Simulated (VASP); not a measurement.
# Te: convergence, relaxation of the atoms

Te, P1 (no. 1), 9 atoms in the cell. AM05, relaxation of the atoms; PAW potentials Te (PBE set). VASP 6.6.1.

Wanted: energy within 1 meV/atom; two shortest distances of each atom within 0.01 Å.

POSCAR:
```
Te
1.0
    4.4540000000      0.0000000000      0.0000000000
   -2.2270000000      3.8572771500      0.0000000000
    0.0000000000      0.0000000000     17.7720000000
Te
9
Direct
    0.7512220000      0.7430410000      0.0005290000
    0.7263280000      0.7445450000      0.3343140000
    0.7353340000      0.7387210000      0.6673280000
    0.0122980000      0.2667940000      0.2235940000
   -0.0054510000      0.2633570000      0.5529160000
    0.0171400000      0.2669970000      0.8869890000
    0.2619950000     -0.0073360000      0.1103830000
    0.2838020000      0.0205270000      0.4476090000
    0.2173310000     -0.0366460000      0.7763370000
```

The series start from Force threshold EDIFFG (eV/Å): -0.02; Electronic threshold EDIFF (eV): 1e-6; Relaxation method: conjugate gradient, POTIM 0.5; Mixing and least electronic steps: default. Each series keeps the choices made before it, and each single choice may use up half of a tolerance.

## Force threshold EDIFFG (eV/Å)

| Force threshold EDIFFG (eV/Å) | Energy less reference (meV/atom) | Two shortest distances of each atom, largest deviation (Å) | Time (s) |
|---|---|---|---|
| -0.1 | 0.6 | 0.022 | 59 |
| -0.05 | 0.4 | 0.009 | 65 |
| -0.03 | 0.2 | 0.006 | 109 |
| -0.02 | 0.0 | 0.002 | 122 |
| -0.01 | 0.0 | 0.002 | 131 |
| -0.005 | 0.0 | 0.001 | 141 |
| -0.002 (reference) | 0.0 | 0.000 | 158 |

Chosen: -0.02, the loosest value from which every tighter one stays within half of the tolerance.

## Electronic threshold EDIFF (eV)

| Electronic threshold EDIFF (eV) | Energy less reference (meV/atom) | Two shortest distances of each atom, largest deviation (Å) | Time (s) |
|---|---|---|---|
| 0.001 | 0.0 | 0.001 | 60 |
| 0.0001 | 0.0 | 0.002 | 82 |
| 1e-5 | 0.0 | 0.002 | 87 |
| 1e-6 | 0.0 | 0.000 | 122 |
| 1e-7 (reference) | 0.0 | 0.000 | 151 |

Chosen: 0.001.

## Relaxation method

| Relaxation method | Energy less reference (meV/atom) | Two shortest distances of each atom, largest deviation (Å) | SCF iterations | Time (s) |
|---|---|---|---|---|
| conjugate gradient, POTIM 0.5 | 0.0 | 0.000 | 46 | 60 |
| conjugate gradient, POTIM 0.2 | 0.0 | 0.001 | 52 | 77 |
| conjugate gradient, POTIM 1.0 | 0.0 | 0.001 | 41 | 56 |
| quasi-Newton, POTIM 0.5 | 0.1 | 0.003 | 38 | 53 |
| quasi-Newton, POTIM 0.3, 10 steps kept | 0.0 | 0.002 | 54 | 82 |
| quasi-Newton, POTIM 0.5, at least 5 electronic steps | 0.1 | 0.003 | 65 | 78 |
| damped dynamics, POTIM 0.2, SMASS 0.4 | 0.0 | 0.002 | 57 | 82 |
| damped dynamics, POTIM 0.4, SMASS 0.8 | 0.1 | 0.003 | 44 | 64 |
| velocity quench, POTIM 0.1 | 0.1 | 0.002 | 34 | 49 |

Chosen: velocity quench, POTIM 0.1; it saves 11.4 s of 60, so conjugate gradient, POTIM 0.5 would do nearly as well.

## Mixing and least electronic steps

| Mixing and least electronic steps | Energy less reference (meV/atom) | Two shortest distances of each atom, largest deviation (Å) | SCF iterations | Time (s) |
|---|---|---|---|---|
| default | 0.0 | 0.000 | 34 | 49 |
| MAXMIX 40 | 0.0 | 0.001 | 33 | 43 |
| NELMIN 4 | 0.0 | 0.001 | 46 | 59 |
| NELMIN 4, MAXMIX 40 | 0.0 | 0.001 | 46 | 60 |
| ALGO Fast | 0.1 | 0.002 | 39 | 48 |

Chosen: default; no other choice that stays within half of the tolerance saves 30 % of the time.

## All choices together

| Input | Energy less reference (meV/atom) | Two shortest distances of each atom, largest deviation (Å) | Time (s) |
|---|---|---|---|
| program defaults (naive) | 0.0 | 0.004 | 79 |
| chosen settings | 0.1 | 0.004 | 49 |
| reference settings throughout | 0.0 | 0.000 | 207 |

The tolerance is met.

## The input

INCAR:
```
SYSTEM = Te
  PREC = Normal
  ENCUT = 200
  EDIFF = 0.001
  ISMEAR = 0
  SIGMA = 0.05
  LREAL = .False.
  LASPH = .True.
  NELM = 100
  ALGO = Normal
  LWAVE = .False.
  LCHARG = .False.
  GGA = AM
  IBRION = 3
  NSW = 150
  ISIF = 2
  EDIFFG = -0.02
  POTIM = 0.1
  KPAR = 4
```

KPOINTS:
```
k-points
0
Gamma
  4 4 1
```

Commands:
```
cat potpaw_PBE.64/Te/POTCAR > POTCAR
mpirun -np 4 vasp_std > vasp.out
```

The naive input happens to agree within the tolerance here, in 79 s.

Limits: the start was distorted on purpose (atoms moved at random), so the space group given is the start's and not the crystal's.

The chosen input took VASP 6.6.1 49 s on 4 cores (AMD EPYC 9R45 (Zen 5)), a shared host.

## An input that fails: ionic step far too long

What the run shows: EDDAV: Call to ZHEGV failed. Returncode = 12 2 16.

Changes against the starting input:
```
- NELM = 100
- IBRION = 2
- NSW = 150
- POTIM = 0.5
+ NELM = 60
+ IBRION = 3
+ NSW = 30
+ POTIM = 5.0
+ SMASS = 0.4
```
